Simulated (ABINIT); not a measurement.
# NiO: single point with LDA

NiO:

```
Ni O
1.0
     0.00000    2.02131    2.02131
     2.02131    0.00000    2.02131
     2.02131    2.02131    0.00000
Ni O
1 1
Direct
  0.00000 0.00000 0.00000
  0.50000 0.50000 0.50000
```

The cell isn't the ideal one: cell relaxed.

- Program: ABINIT 10.8.3 (patched build)
- Task: single point
- Functional: LDA
- Potentials or basis: PseudoDojo NC SR LDA v0.4 stringent
- Cutoff: 1415 eV
- k mesh: 8 × 8 × 8
- Occupations: fermi-dirac, width 0.05 eV
- Spin: collinear spin, ferromagnetic start
- Starting moments: [1.0, 0.0] μB

```json
{
  "Pressure": "0.6 GPa",
  "Band gap on the k mesh": "none (metal or under the smearing width)",
  "Net moment": "0.71 μB per cell",
  "Site moments": "Ni +0.59; O +0.12 μB",
  "Valence electrons inside the program's atomic spheres": "Ni 16.34; O 6.26"
}
```

Levels at points of the mesh, in eV from the Fermi level:
Spin up:
| k point | band 10 | band 11 | band 12 | band 13 | band 14 | band 15 | band 16 | band 17 |
| --- | --- | --- | --- | --- | --- | --- | --- | --- |
| (0.00, 0.00, 0.00) | -2.32 | -2.32 | -2.31 | -2.31 | 2.24 | 18.06 | 19.67 | 19.67 |
| (0.50, 0.00, 0.00) | -1.35 | -0.87 | 1.12 | 1.12 | 5.80 | 10.84 | 14.62 | 14.62 |
| (0.50, 0.50, 0.00) | -1.86 | -1.07 | -1.01 | -1.01 | 6.85 | 11.05 | 12.79 | 17.64 |
Spin down:
```tsv
k point	band 9	band 10	band 11	band 12	band 13	band 14	band 15	band 16
(0.00, 0.00, 0.00)	-1.91	-1.91	-1.91	-1.49	-1.49	2.39	18.07	19.82
(0.50, 0.00, 0.00)	-0.87	-0.87	-0.44	1.81	1.81	5.89	11.05	14.73
(0.50, 0.50, 0.00)	-3.14	-1.00	-0.54	-0.54	-0.22	7.01	11.21	12.97
```

Run time: 68 s on 1 thread of Arm Neoverse V1 (shared host), peak memory 0.1 GiB.

Caveat: small starting moments can end in a higher magnetic state in this program; a cell with one magnetic atom can't hold antiferromagnetic order, which such compounds often take; semilocal functionals often make such compounds metallic where correlation or magnetic order opens a gap, which also shifts bond lengths.
